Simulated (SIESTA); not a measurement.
The system is MgS (Niningerite).

```
S Mg
1.0
     0.00000    2.60165    2.60165
     2.60165    0.00000    2.60165
     2.60165    2.60165    0.00000
S Mg
1 1
Direct
  0.50000 0.50000 0.50000
  0.00000 0.00000 0.00000
```

Base run:

| Property | Result |
| --- | --- |
| Program | SIESTA 5.4.2 |
| Functional | LDA |
| Potentials or basis | PseudoDojo 0.4 standard (LDA files) |
| Basis | DZP (energy shift 0.003 Ry; two zetas on semicore shells) |
| Grid cutoff | 800 Ry |
| Energy shift | 0.003 Ry |
| k mesh | 9 × 9 × 9 |
| Occupations | fermi-dirac, width 0.05 eV |
| Spin | no spin polarisation |

Its results: band gap on the k mesh 2.63 eV, indirect (least direct gap 3.57 eV); pressure -0.9 GPa.

Problem. The run is repeated on the same cell with these changes: functional from LDA to PBE; potentials or basis from PseudoDojo 0.4 standard (LDA files) to PseudoDojo 0.4 standard (PBE files). What comes out?

Solution. Band gap on the k mesh 2.85 eV, indirect (least direct gap 3.77 eV); pressure 3.4 GPa.

Caveats: the basis of atomic orbitals isn't converged, which shifts pressures, moduli and gaps; the mesh misses the band edges, which the band path finds closer together (some runs); the basis holds too few empty states to meet the f-sum rule, so the spectrum is short of weight at high energy (some runs); an odd mesh through Γ misses points on the zone boundary, where band edges often lie (some runs).
